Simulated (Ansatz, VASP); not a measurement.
**One calculation of ZnS (Wurtzite-2H), two programs**

Contents of INCAR:

```
ALGO = Normal ; EDIFF = 1E-7
ENCUT = 520 ; GGA = CA
ISIF = 2 ; ISMEAR = 0
LASPH = T ; LCHARG = F
LREAL = F ; LWAVE = F
NBANDS = 26 ; NELM = 80
PREC = Accurate ; SIGMA = 0.01
```

KPOINTS

```
k-points
0
Gamma
  3 3 2
```

File POSCAR:

```
ZnS
1.0
    3.9312100000      0.0135700000      0.0217200000
   -1.9538500000      3.2555300000     -0.0285400000
    0.0355300000     -0.0334000000      6.2663100000
Zn S
2 2
Direct
    0.3369600000      0.6717700000      0.9981400000
    0.6946300000      0.3621900000      0.4950000000
    0.3504000000      0.6955600000      0.3854200000
    0.6788300000      0.3377200000      0.8804100000
```

Input for Ansatz:

```yaml
crystal:
  lattice:
    - [3.93121, 0.01357, 0.02172]
    - [-1.95385, 3.25553, -0.02854]
    - [0.03553, -0.0334, 6.26631]
  atoms:
    - { symbol: Zn, position: [0.33696, 0.67177, 0.99814] }
    - { symbol: Zn, position: [0.69463, 0.36219, 0.495] }
    - { symbol: S, position: [0.3504, 0.69556, 0.38542] }
    - { symbol: S, position: [0.67883, 0.33772, 0.88041] }
accuracy: low
basis:
  ecutwfc: 544.22772491976
  ecutrho_ratio: 4
kpoints:
  mp_grid:
    grid: [3, 3, 2]
hamiltonian:
  xc: lda
scf:
  n_extra_bands: 8
  convergence:
    dr2_threshold: 1.0e-08
  occupations:
    method: fixed
  initial_density:
    normalization: atom
output:
  dos:
    de: 0.05
    projected: true
  forces: true
  eigenvalues: true
```

Alike in both runs: task single point; functional LDA; k mesh 3 × 3 × 2; no spin polarisation.

|  | VASP | Ansatz |
| --- | --- | --- |
| version | VASP 6.6.1 | Ansatz 0.2.0 |
| potentials or method | VASP PAW LDA potentials, release 64 (Zn, S) | plane waves, PAW |
| plane-wave cutoff (eV) | 520 | 544 |
| occupations | gaussian, width 0.01 eV | fixed |
| valence electrons in the cell | 36 | 36 |

|  | VASP | Ansatz | Ansatz less VASP |
| --- | --- | --- | --- |
| gap on the k mesh at the Fermi level (eV) | 1.79 | 1.76 | -0.028 |
| rms of the force components (eV/Å) | 0.277 | 0.275 | -0.0026 |

Atom by atom the forces differ by 0.003 eV/Å (rms over components).

Caveats: the k mesh is coarse (spacing up to 0.64 Å⁻¹), so the values aren't converged. A hybrid or GW would open this gap; LDA tends to underestimate it.
